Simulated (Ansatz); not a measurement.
Si2Mo:

```
CELL_PARAMETERS angstrom
-1.60000 1.60000 3.93050
1.60000 -1.60000 3.93050
1.60000 1.60000 -3.93050
ATOMIC_POSITIONS crystal
Mo 0.00000 0.00000 0.00000
Si 0.66700 0.66700 0.00000
Si 0.33300 0.33300 0.00000
```

Program: Ansatz 0.2.0. Alike in all runs: cell as given.

Question: Order these runs on this cell by their pressure, lowest first.
A. level PBEsol; potentials or basis all-electron LAPW, scalar-relativistic; spin off; k mesh 12 × 12 × 12; cutoff (eV) 205; smearing fermi-dirac 0.05 eV; basis error allowed 0.002 eV/atom; mesh quality not flagged
B. level LDA; potentials or basis all-electron LAPW, scalar-relativistic; spin off; k mesh 12 × 12 × 12; cutoff (eV) 205; smearing fermi-dirac 0.05 eV; basis error allowed 0.002 eV/atom; mesh quality not flagged
C. level PBEsol-PBE; potentials or basis all-electron LAPW, relativistic spinors; spin non-collinear, random start, SOC; k mesh 9 × 9 × 9; cutoff (eV) 227; smearing fermi-dirac 0.15 eV; basis error allowed 0.001 eV/atom; mesh quality coarse
D. level PBE; potentials or basis all-electron LAPW, scalar-relativistic; spin off; k mesh 7 × 7 × 7; cutoff (eV) 205; smearing fermi-dirac 0.04 eV; basis error allowed 0.002 eV/atom; mesh quality coarse

Answer: B (-6.1 GPa), C (-4.3 GPa), A (-2.7 GPa), D (2.3 GPa).

Caveats: some runs use coarse meshes; the k mesh is thin for a metal, which can move the energy by tens of meV per atom (some runs).

Not every run made on this cell is shown here.
